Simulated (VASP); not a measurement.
Runs of VASP 6.6.1 on ZnS (Wurtzite-4H). The structure is hexagonal, space group P6_3mc (No. 186). Conventional cell: a = 3.823 Å, b = 3.823 Å, c = 12.520 Å, α = 90.00°, β = 90.00°, γ = 120.00°. Zn (site symmetry 3m) has 4 S at 2.34 to 2.35 Å as nearest neighbours. Zn (site symmetry 3m) is surrounded by 4 S at 2.34 to 2.35 Å. S (site symmetry 3m) is surrounded by 4 Zn at 2.34 to 2.35 Å. S (site symmetry 3m) has 4 Zn at 2.34 to 2.35 Å as nearest neighbours. 

```tsv
task	level	potentials or basis	cell	cutoff (eV)	smearing	gap on the mesh (eV)	pressure (GPa)	relaxed volume (Å³/atom)	largest force (eV/Å)
relaxation of cell and atoms	LDA	VASP PAW LDA potentials, release 64 (Zn, S)	relaxed	600	fermi-dirac 0.05 eV	2.18	0.0	18.62	0.01
relaxation of cell and atoms	PBE	VASP PAW PBE potentials, release 64 (Zn, S)	relaxed	600	fermi-dirac 0.05 eV	2.04	0.0	20.22	0.01
single point	PBE	VASP PAW PBE potentials, release 64 (Zn, S)	as given	520	gaussian 0.011 eV	2.13	(b)	-	(a)
band structure	PBE	VASP PAW PBE potentials, release 64 (Zn, S)	as given	520	fermi-dirac 0.05 eV	2.13	-	-	-
```

Alike in all rows: no spin polarisation; k mesh 8 × 8 × 3.

Estimate the missing entries.

(a) 0.04; (b) 1.5.

Caveats: an odd mesh through Γ misses points on the zone boundary, where band edges often lie (some runs).
